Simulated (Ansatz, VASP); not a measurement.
# BN: VASP beside Ansatz

The input INCAR:

```
  PREC = Accurate
  ENCUT = 520
  EDIFF = 1E-6
  ISMEAR = -1
  SIGMA = 0.05
  LREAL = False
  LASPH = True
  NELM = 60
  ALGO = Normal
  ISIF = 2
  LWAVE = False
  LCHARG = False
  GGA = PE
```

Contents of KPOINTS:

```
Automatic mesh
0
Gamma
  9 9 5
```

The input POSCAR:

```
BN
1.0
    2.5539396017     -0.0127696980      0.0000000000
   -1.2880286838      2.2181614238      0.0000000000
    0.0000000000      0.0000000000      4.2268550000
N B
2 2
Direct
    0.3333333333      0.6666666667      0.1252760000
    0.6666666667      0.3333333333      0.6252760000
    0.3333333333      0.6666666667      0.4997240000
    0.6666666667      0.3333333333      0.9997240000
```

File input.yaml:

```yaml
crystal:
  lattice:
    - [2.5539396017, -0.012769698, 0.0]
    - [-1.2880286838, 2.2181614238, 0.0]
    - [0.0, 0.0, 4.226855]
  atoms:
    - { symbol: "N", position: [0.3333333333, 0.6666666667, 0.125276] }
    - { symbol: "N", position: [0.6666666667, 0.3333333333, 0.625276] }
    - { symbol: B, position: [0.3333333333, 0.6666666667, 0.499724] }
    - { symbol: B, position: [0.6666666667, 0.3333333333, 0.999724] }
hamiltonian:
  xc: pbe
  pseudopotentials: { kind: paw }
kpoints:
  mp_grid: { grid: [9, 9, 5] }
scf:
  occupations: { method: fermi_dirac, width: 0.05 }
output:
  forces: true
  stress: true
  eigenvalues: true
  write_density: true
  write_potential: true
  elf: true
  volumetric_format: npy
```

Change from the starting cell: strain = -0.01.

Alike in both runs: task single point; functional PBE; k mesh 9 × 9 × 5; occupations fermi-dirac, width 0.05 eV; no spin polarisation.

|  | VASP | Ansatz |
| --- | --- | --- |
| version | VASP 6.6.1 | Ansatz 0.2.0 |
| potentials or method | VASP PAW PBE potentials, release 64 (N, B) | Ansatz PAW |
| plane-wave cutoff (eV) | 520 | 420 |
| valence electrons in the cell | 16 | 16 |

VASP gave:

| Property | Result |
| --- | --- |
| gap on the k mesh at the Fermi level (eV) | 5.17 |
| least direct gap on the mesh (eV) | 8.21 |
| pressure (GPa) | 0.2 |
| largest component of the traceless stress (GPa) | 4.09 |
| rms of the force components (eV/Å) | 0.021 |

**Question.** Which values does Ansatz return?

**Answer.** gap on the k mesh at the Fermi level (eV): 5.18; least direct gap on the mesh (eV): 8.22; pressure (GPa): 0.0; largest component of the traceless stress (GPa): 4.07; rms of the force components (eV/Å): 0.021.

Atom by atom the forces differ by 0.002 eV/Å (rms over components).

Caveats: an odd mesh through Γ misses points on the zone boundary, where band edges often lie (VASP); odd divisions of the mesh miss points on the zone boundary, where band edges often lie, so the gap on the mesh can be too wide (Ansatz); the pressure holds a Pulay correction of +1.1 GPa for the finite cutoff (Ansatz).
